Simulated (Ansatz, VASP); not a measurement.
**One calculation of Ca, two programs**

```
Ca
1.0
     6.81139    0.00000    0.00000
     0.00000    6.81139    0.00000
     0.00000    0.00000    3.68511
Ca
4
Direct
  0.00000 0.00000 0.00000
  0.00000 0.50000 0.00000
  0.50000 0.00000 0.00000
  0.50000 0.50000 0.50000
```

Alike in both runs: functional PBE; k mesh 8 × 8 × 12; occupations gaussian, width 0.1 eV; no spin polarisation.

Ansatz relaxed the structure, and its values are those at the end. VASP's run is a single point on that final structure, the one shown.

|  | VASP | Ansatz |
| --- | --- | --- |
| version | VASP 6.6.1 | Ansatz 0.2.0 |
| potentials or method | VASP PAW PBE potentials, release 64 (Ca_sv) | scalar-relativistic, plane waves, PAW |
| plane-wave cutoff (eV) | 520 | 420 |
| valence electrons in the cell | 40 | 40 |

|  | VASP | Ansatz | Ansatz less VASP |
| --- | --- | --- | --- |
| gap on the k mesh at the Fermi level (eV) | none | none | - |
| pressure (GPa) | 0.0 | 0.0 | -0.01 |

A gap of «none» marks a metal or a gap that the smearing closes.
